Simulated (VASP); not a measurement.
Write the native input for VASP 6.6.1 that does the following.

```
Task                   : single point
Functional             : LDA
Potentials or basis    : VASP PAW LDA potentials, release 64 (N)
Cutoff                 : 520 eV
k mesh                 : 3 × 3 × 2, shifted
Occupations            : gaussian, width 0.01 eV
Spin                   : no spin polarisation
Dipole correction      : no
Further INCAR settings : ALGO = Normal; EDIFF = 1e-06; NBANDS = 18
```

The structure of N lies in POSCAR:

```
N
1.0
    4.0840619700      0.0000000000      0.0000000000
    0.0000000000      4.0840619700      0.0000000000
    0.0000000000      0.0000000000      5.3459132500
N
4
Direct
    0.9042752000      0.9042752000      0.0000000000
    0.5957248000      0.4042752000      0.5000000000
    0.0957248000      0.0957248000      0.0000000000
    0.4042752000      0.5957248000      0.5000000000
```

One way to write it, as run:

INCAR

```
PREC = Accurate
ENCUT = 520
EDIFF = 1E-6
ISMEAR = 0
SIGMA = 0.01
LREAL = False
LASPH = True
NELM = 100
ALGO = Normal
ISIF = 2
LWAVE = False
LCHARG = False
NBANDS = 18
```

KPOINTS

```
Automatic mesh
0
Gamma
  3 3 2
  0.5 0.5 0.5
```

Potentials or basis: VASP PAW LDA potentials, release 64 (N).

Launch:

```console
$ cat potpaw_LDA.64/N/POTCAR > POTCAR
$ mpirun -np 1 vasp_std > vasp.out
```

It gave:

```
Pressure               : -1.2 GPa
Largest force          : 0.367 eV/Å
Band gap on the k mesh : 7.19 eV, indirect (least direct gap 7.36 eV)
```

Caveat: the k mesh is coarse (spacing up to 0.59 Å⁻¹), so the values aren't converged; the standard files for N, O and F lose accuracy on very short bonds.

Wall time 7.7 s on 1 thread of Intel(R) Xeon(R) Platinum 8259CL CPU @ 2.50GHz (Skylake/Cascade Lake), with other jobs on the host, peak memory 0.14 GiB.
